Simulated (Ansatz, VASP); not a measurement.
**One calculation of Zn, two programs**

POSCAR

```
Zn
1.0
    2.0175291720      1.1648210106      1.1213366593
   -2.0175291720      1.1648210106      1.1213366593
    0.0000000000     -2.3296420211      1.1213366593
Zn
1
Direct
    0.5000000000      0.5000000000      0.5000000000
```

File INCAR.step1:

```
PREC = Accurate ; ENCUT = 600
ISMEAR = 0 ; SIGMA = 0.1
LREAL = F ; LASPH = T
NELM = 60 ; GGA = PE
ALGO = Normal ; EDIFF = 1E-4
LWAVE = T ; LCHARG = F
```

The input INCAR.step2:

```
PREC = Accurate ; ENCUT = 600
EDIFF = 1E-6 ; ISMEAR = 0
SIGMA = 0.1 ; LREAL = F
LASPH = T ; NELM = 60
ALGO = Normal ; ISIF = 3
LWAVE = F ; LCHARG = F
METAGGA = R2SCAN ; LMIXTAU = T
IBRION = 2 ; NSW = 90
EDIFFG = -0.04 ; ISTART = 1
```

Contents of KPOINTS:

```
Automatic mesh
0
Gamma
  9 9 9
```

Input for Ansatz:

```yaml
crystal:
  lattice:
    - [2.017529172, 1.1648210106, 1.1213366593]
    - [-2.017529172, 1.1648210106, 1.1213366593]
    - [0.0, -2.3296420211, 1.1213366593]
  atoms:
    - { symbol: Zn, position: [0.5, 0.5, 0.5] }
basis:
  ecutwfc: 500
kpoints:
  mp_grid: { grid: [9, 9, 9] }
hamiltonian:
  xc: r2scan
scf:
  occupations: { method: gaussian, width: 0.1 }
  lower_state_search: "off"
output:
  forces: true
  stress: true
  eigenvalues: true
relax:
  adjacent_minimum: "off"
  f_tol: 0.04
  max_steps: 70
  cell: { stress_tol: 0.4 }
```

Alike in both runs: task relaxation of cell and atoms; functional r2SCAN; k mesh 9 × 9 × 9; occupations gaussian, width 0.1 eV; no spin polarisation.

```csv
,VASP,Ansatz
version,VASP 6.6.1,Ansatz 0.2.0
potentials or method,"VASP PAW PBE potentials, release 64 (Zn)","scalar-relativistic, plane waves, PAW"
plane-wave cutoff (eV),600,500
valence electrons in the cell,12,12
```

Ansatz gave:

```
gap on the k mesh at the Fermi level, each at its own relaxed structure (eV) : none
relaxed volume (Å³/atom)                                                     : 14.89
relaxed cell length with the largest relative difference (Å)                 : 2.596
energy change over the relaxation (meV/atom)                                 : -65
```

Question: Estimate VASP's values.

Answer: gap on the k mesh at the Fermi level, each at its own relaxed structure (eV): none; relaxed volume (Å³/atom): 14.91; relaxed cell length with the largest relative difference (Å): 2.596; energy change over the relaxation (meV/atom): -65.

A gap of «none» marks a metal or a gap that the smearing closes.

Caveats: the PAW data sets were made with another functional, which shifts forces and pressure a little (VASP).
